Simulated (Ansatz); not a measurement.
# A sublattice moved along a line in RbBr

Computed with DFT PBE, scalar-relativistic, plane waves, PAW in Ansatz. Cutoff 420 eV, Γ-centred 6×6×6 k-points, Gaussian smearing of 0.05 eV. No spin polarisation. Energies are free energies at this smearing, counted from the undisturbed cell; pressure is positive in compression.

Zero of the scan (as given, not relaxed at this level; it stands at 0.8 GPa; this CsCl-type form isn't the usual structure):

```yaml
crystal:
  lattice:
    - [4.12608, 0.00000, 0.00000]
    - [0.00000, 4.12608, 0.00000]
    - [0.00000, 0.00000, 4.12608]
  atoms:
    - { symbol: Rb, position: [0.00000, 0.00000, 0.00000] }
    - { symbol: Br, position: [0.50000, 0.50000, 0.50000] }
```

Every Rb atom is moved by x along the Cartesian unit vector (0.000, 1.000, 0.000); the cell and all other atoms stay fixed.

| x (Å) | ΔE (meV/cell) | force along x on the moved atoms (eV/Å) | pressure (GPa) | gap on the mesh (eV) |
| --- | --- | --- | --- | --- |
| -0.3000 | 37.0 | 0.25 | 1.2 | 4.11 |
| -0.1500 | 9.2 | ? | 0.9 | ? |
| 0.0000 | 0.0 | 0.00 | 0.8 | 4.08 |
| 0.0375 | 0.6 | -0.03 | 0.8 | 4.08 |
| 0.0750 | 2.3 | -0.06 | ? | ? |
| 0.1125 | 5.2 | -0.09 | 0.9 | 4.09 |
| 0.1875 | 14.4 | -0.15 | 1.0 | 4.09 |
| 0.2250 | 20.7 | -0.19 | 1.1 | 4.10 |
| 0.2625 | 28.3 | -0.22 | 1.1 | 4.10 |

By symmetry 0.3000 repeats -0.3000, -0.2250 repeats 0.2250, 0.1500 repeats -0.1500, -0.0750 repeats 0.0750 in energy; the slope of the energy along the path changes sign there.

(1) Give the withheld values.

## Answers

(1) force along x on the moved atoms (eV/Å) at x (Å) = -0.1500: 0.12; gap on the mesh (eV) at x (Å) = -0.1500: 4.09; pressure (GPa) at x (Å) = 0.0750: 0.8; gap on the mesh (eV) at x (Å) = 0.0750: 4.08.